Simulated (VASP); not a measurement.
# WSe2 in VASP: single point with PBE

Aim: the single point of WSe2 with PBE.

Everything below comes from runs of VASP 6.6.1. Logs are shortened: lines on timing, memory, paths and dates and some standing lists are left out, and cuts for length are marked.

### 1 The slab as given

The cell holds a slab with vacuum, 3 atoms: a = 3.322 Å, b = 3.322 Å, c = 21.269 Å, α = 90.00°, β = 90.00°, γ = 120.00°.

### 2 Single point, PBE

INCAR

```
  PREC = Accurate
  ENCUT = 520
  EDIFF = 1E-7
  ISMEAR = 0
  SIGMA = 0.05
  LREAL = F
  LASPH = T
  NELM = 60
  ALGO = Fast
  ISIF = 2
  LWAVE = F
  LCHARG = F
  LDIPOL = T
  IDIPOL = 3
  DIPOL = 0.5 0.5 0.500
  GGA = PE
  LVHAR = T
  LVACPOTAV = T
```

KPOINTS

```
Automatic mesh
0
Gamma
  12 12 1
```

POSCAR

```
WSe2                                    
1.0
    3.3222546888      0.0000000002     -0.0000000000
   -1.6611273393      2.8771569606      0.0000000000
   -0.0000000000      0.0000000000     21.2687574383
  W               Se            
     1     2
Direct
     0.6666666699999979    0.3333333300000021    0.5000080266473645
     0.3333333300000021    0.6666666699999979    0.5789981426509797
     0.3333333300000021    0.6666666699999979    0.4210178984016524
```

Potentials or basis: VASP PAW PBE potentials, release 64 (W_sv, Se).

Started as:

```bash
$ cat potpaw_PBE.64/W_sv/POTCAR potpaw_PBE.64/Se/POTCAR > POTCAR
$ mpirun -np 1 vasp_std > vasp.out
```

OUTCAR:

```text
PREC = Accurate
   ENCUT = 520
   EDIFF = 1E-7
   ISMEAR = 0
   LREAL = F
   LASPH = T
   NELM = 60
   ISIF = 2
   GGA = PE

 ion  position               nearest neighbor table
   1  0.667  0.333  0.500-   2 2.55   2 2.55   2 2.55   3 2.55   3 2.55   3 2.55
   2  0.333  0.667  0.579-   1 2.55   1 2.55   1 2.55
   3  0.333  0.667  0.421-   1 2.55   1 2.55   1 2.55

  LATTYP: Found a hexagonal cell.
 ALAT       =     3.3222546888
 C/A-ratio  =     6.4019045590

  Lattice vectors:

 A1 = (   3.3222546888,   0.0000000002,   0.0000000000)
 A2 = (  -1.6611273393,   2.8771569606,   0.0000000000)
 A3 = (   0.0000000000,   0.0000000000,  21.2687574383)

Analysis of symmetry for initial positions (statically):
=====================================================================
 Subroutine PRICEL returns:
 Original cell was already a primitive cell.

 Routine SETGRP: Setting up the symmetry group for a
 hexagonal supercell.

 Subroutine GETGRP returns: Found 12 space group operations
 (whereof  6 operations were pure point group operations)
 out of a pool of 24 trial point group operations.

The static configuration has the point symmetry C_3v.
 The point group associated with its full space group is D_3h.

Analysis of symmetry for dynamics (positions and initial velocities):
=====================================================================
 Subroutine PRICEL returns:
 Original cell was already a primitive cell.

 Routine SETGRP: Setting up the symmetry group for a
 hexagonal supercell.

 Subroutine GETGRP returns: Found 12 space group operations
 (whereof  6 operations were pure point group operations)
 out of a pool of 24 trial point group operations.

The dynamic configuration has the point symmetry C_3v.
 The point group associated with its full space group is D_3h.

 Subroutine INISYM returns: Found 12 space group operations
 (whereof  6 operations are pure point group operations),
 and found     1 'primitive' translations

----------------------------------------------------------------------------------------

                                     Primitive cell

  volume of cell :     203.3006

  direct lattice vectors                    reciprocal lattice vectors
     3.322254689  0.000000000  0.000000000     0.301000403  0.173782663  0.000000000
    -1.661127339  2.877156961  0.000000000    -0.000000000  0.347565327  0.000000000
     0.000000000  0.000000000 21.268757438     0.000000000  0.000000000  0.047017321

  length of vectors
     3.322254689  3.322254688 21.268757438     0.347565327  0.347565327  0.047017321

  position of ions in fractional coordinates (direct lattice)
     0.666666670  0.333333330  0.500008027
     0.333333330  0.666666670  0.578998143
     0.333333330  0.666666670  0.421017898

  ion indices of the primitive-cell ions
   primitive index   ion index
                 1           1
                 2           2
                 3           3

----------------------------------------------------------------------------------------

 KPOINTS: Automatic mesh

Automatic generation of k-mesh.
 Grid dimensions read from file:
 generate k-points for:   12   12    1

 Generating k-lattice:

  Cartesian coordinates                     Fractional coordinates (reciprocal lattice)
     0.025083367  0.014481889  0.000000000     0.083333333  0.000000000  0.000000000
    -0.000000000  0.028963777  0.000000000     0.000000000  0.083333333  0.000000000
     0.000000000  0.000000000  0.047017321     0.000000000  0.000000000  1.000000000

  Length of vectors
     0.028963777  0.028963777  0.047017321

  Shift w.r.t. Gamma in fractional coordinates (k-lattice)
     0.000000000  0.000000000  0.000000000

 Subroutine IBZKPT returns following result:
 ===========================================

 Found     19 irreducible k-points:

 Following reciprocal coordinates:
            Coordinates               Weight
  0.000000  0.000000  0.000000      1.000000
  0.083333  0.000000  0.000000      6.000000
  0.166667  0.000000  0.000000      6.000000
  0.250000 -0.000000  0.000000      6.000000
  0.333333  0.000000  0.000000      6.000000
  0.416667 -0.000000  0.000000      6.000000
[... 11 lines left out ...]
  0.333333  0.250000  0.000000     12.000000
  0.333333  0.333333  0.000000      2.000000
   k-points           NKPTS =     19   k-points in BZ     NKDIM =     19   number of bands    NBANDS=     17
   number of dos      NEDOS =    301   number of ions     NIONS =      3
   total plane-waves  NPLWV = 125440
   dimension x,y,z NGX =    28 NGY =   28 NGZ =  160
   dimension x,y,z NGXF=    56 NGYF=   56 NGZF=  320
   ions per type =               1   2
   NGX,Y,Z   is equivalent  to a cutoff of  14.01, 14.01, 12.51 a.u.
   NGXF,Y,Z  is equivalent  to a cutoff of  28.02, 28.02, 25.01 a.u.
 SYSTEM =  unknown system
   PREC   = accura    normal or accurate (medium, high low for compatibility)
   ISTART =      0    job   : 0-new  1-cont  2-samecut
   ICHARG =      2    charge: 1-file 2-atom 10-const
   ISPIN  =      1    spin polarized calculation?
   LNONCOLLINEAR =      F non collinear calculations
   LSORBIT =      F    spin-orbit coupling
   LASPH  =      T    aspherical Exc in radial PAW
   ENCUT  =  520.0 eV  38.22 Ry    6.18 a.u.   6.18  6.18 39.55*2*pi/ulx,y,z
   NELM   =     60;   NELMIN=  2; NELMDL= -5     # of ELM steps
   EDIFF  = 0.1E-06   stopping-criterion for ELM
   LREAL  =      F    real-space projection
   EDIFFG = 0.1E-05   stopping-criterion for IOM
   NSW    =      0    number of steps for IOM
   IBRION =     -1    ionic relax: 0-MD 1-quasi-New 2-CG
   NFREE  =      0    steps in history (QN), initial steepest desc. (CG)
   ISIF   =      2    stress and relaxation
   ISYM   =      2    0-nonsym 1-usesym 2-fastsym
   POTIM  = 0.5000    time-step for ionic-motion
   TEBEG  =    0.0;   TEEND  =   0.0 temperature during run
   PSTRESS=    0.0 pullay stress
   NELECT =      26.0000    total number of electrons
   NUPDOWN=      -1.0000    fix difference up-down
   EMIN   =  10.00;   EMAX   =-10.00  energy-range for DOS
   EFERMI =   0.00;   METHOD = LEGACY
   ISMEAR =     0;   SIGMA  =   0.05  broadening in eV -4-tet -1-fermi 0-gaus
   EFERMI_NEDOS =   21; number of points for ismear=-14 and -15
   IALGO  =     68    algorithm
   IMIX   =      4    mixing-type and parameters
     AMIX     =   0.40;   BMIX     =  1.00
     AMIX_MAG =   1.60;   BMIX_MAG =  1.00
  volume/ion in A,a.u.               =      67.77       457.31
  Fermi-wavevector in a.u.,A,eV,Ry     =   0.824808  1.558662  9.256165  0.680309
  Thomas-Fermi vector in A             =   1.936558
   LORBIT       =      0    0 simple, 1 ext, 2 COOP (PROOUT), +10 PAW based schemes
   GGA     = PE    functional components
   LHFCALC =     F    Hartree Fock is set to
   AEXX    =    0.0000 exact exchange contribution
   IVDW    =     0    specifies the selected vdW correction
   LEPSILON=     F    determine dielectric tensor
   LRPA    =     F    only Hartree local field effects (RPA)
 non-spin polarized calculation
 RMM-DIIS sequential band-by-band and
 Gauss-broadening in eV      SIGMA  =   0.05
  energy-cutoff  :      520.00
  volume of cell :      203.30
 maximum number of plane-waves:      5496
 NGX is ok and might be reduce to    28
   NGX = 13   NGY = 13   NGZ = 79

 dipolmoment           0.000000      0.000000     -0.000000 electrons x Angstroem

 number of electron      25.9999998 magnetization

 dipolmoment           0.000000      0.000000      0.000002 electrons x Angstroem

 Free energy of the ion-electron system (eV)
  ---------------------------------------------------
  ext. energy  EPLUGINS =         0.00000000
  ---------------------------------------------------
  free energy    TOTEN  =       -21.62350340 eV

  energy without entropy =      -21.62350340  energy(sigma->0) =      -21.62350340

 E-fermi :  -1.3861     XC(G=0):  -3.7687

 val. band max:       -1.7847529713   @ k =   0.3333   0.3333   0.0000
 cond. band min:      -0.2402008842   @ k =   0.3333   0.3333   0.0000
 fundamental gap:      1.5445520871
 Fermi energy:        -1.3861105933

 k-point     1 :       0.0000    0.0000    0.0000
  band No.  band energies     occupation
      1     -75.8726      2.00000
      2     -40.0896      2.00000
      3     -39.9887      2.00000
      4     -39.9887      2.00000
      5     -16.4620      2.00000
      6     -15.2343      2.00000
[... 9 lines left out ...]
     16       1.2706      0.00000
     17       1.2715      0.00000

 k-point     2 :       0.0833    0.0000    0.0000
  band No.  band energies     occupation
      1     -75.8720      2.00000
      2     -40.0869      2.00000
      3     -40.0028      2.00000
      4     -39.9920      2.00000
      5     -16.3618      2.00000
      6     -15.1838      2.00000
[... 9 lines left out ...]
     16       1.1400      0.00000
     17       1.2823      0.00000

 k-point     3 :       0.1667    0.0000    0.0000
  band No.  band energies     occupation
      1     -75.8704      2.00000
      2     -40.0797      2.00000
      3     -40.0409      2.00000
      4     -40.0010      2.00000
      5     -16.0745      2.00000
      6     -15.0397      2.00000
[... 9 lines left out ...]
     16       0.8442      0.00000
     17       1.6795      0.00000

 k-point     4 :       0.2500   -0.0000    0.0000
  band No.  band energies     occupation
      1     -75.8682      2.00000
      2     -40.0926      2.00000
      3     -40.0698      2.00000
      4     -40.0133      2.00000
      5     -15.6433      2.00000
      6     -14.8257      2.00000
[... 9 lines left out ...]
     16       0.9355      0.00000
     17       2.0769      0.00000
[... 243 lines left out ...]
      1     -75.8638      2.00000
      2     -40.1565      2.00000
      3     -40.0765      2.00000
      4     -40.0501      2.00000
      5     -14.5933      2.00000
      6     -14.3092      2.00000
[... 9 lines left out ...]
     16       1.1294      0.00000
     17       2.6946      0.00000

 k-point    18 :       0.3333    0.2500    0.0000
  band No.  band energies     occupation
      1     -75.8630      2.00000
      2     -40.1591      2.00000
      3     -40.0972      2.00000
      4     -40.0464      2.00000
      5     -14.3622      2.00000
      6     -14.1960      2.00000
[... 9 lines left out ...]
     16       1.3711      0.00000
     17       2.8703      0.00000

 k-point    19 :       0.3333    0.3333    0.0000
  band No.  band energies     occupation
      1     -75.8627      2.00000
      2     -40.1430      2.00000
      3     -40.1218      2.00000
      4     -40.0451      2.00000
      5     -14.2789      2.00000
      6     -14.1517      2.00000
[... 9 lines left out ...]
     16       1.6506      0.00000
     17       3.9522      0.00000

------------------------ aborting loop because EDIFF is reached ----------------------------------------

  FORCE on cell =-STRESS in cart. coord.  units (eV):
  Direction    XX          YY          ZZ          XY          YZ          ZX
  --------------------------------------------------------------------------------------
  -------------------------------------------------------------------------------------
  Total       -0.0086206     -0.0086206     -0.0063045     -0.0000000      0.0000000     -0.0000000
  in kB       -0.0679377     -0.0679377     -0.0496848     -0.0000000      0.0000000     -0.0000000
  external PRESSURE =      -0.0618534 kB  Pullay stress =       0.0000000 kB

 VOLUME and BASIS-vectors are now :
 -----------------------------------------------------------------------------
  energy-cutoff  :      520.00
  volume of cell :      203.30
      direct lattice vectors                 reciprocal lattice vectors
     3.322254689  0.000000000  0.000000000     0.301000403  0.173782663  0.000000000
    -1.661127339  2.877156961  0.000000000    -0.000000000  0.347565327  0.000000000
     0.000000000  0.000000000 21.268757438     0.000000000  0.000000000  0.047017321

 POSITION                                       TOTAL-FORCE (eV/Angst)
 -----------------------------------------------------------------------------------
      1.66113      0.95905     10.63455        -0.000000      0.000000      0.000000
     -0.00000      1.91810     12.31457         0.000000     -0.000000      0.001725
     -0.00000      1.91810      8.95453         0.000000     -0.000000     -0.001725
 -----------------------------------------------------------------------------------
    total drift:                               -0.000007      0.000004      0.000205

  FREE ENERGIE OF THE ION-ELECTRON SYSTEM (eV)
  ---------------------------------------------------
  free  energy   TOTEN  =       -21.6235033951 eV

  energy  without entropy=      -21.6235033951  energy(sigma->0) =      -21.62350340

 vacuum level on the upper side and lower side of the slab         3.309         3.309
```

Wall time 2 min (1 thread of Intel Xeon Platinum 8488C (Sapphire Rapids), shared host); peak memory 0.37 GiB.

What came out:

```
Free energy                            : -21.6235 eV
Band gap on the k mesh                 : 1.54 eV, direct
Ionisation potential of the upper face : 5.09 eV
```

Caveat: spin-orbit coupling is left out, which moves the levels of the heavy elements. A hybrid or GW would open this gap; PBE tends to underestimate it.
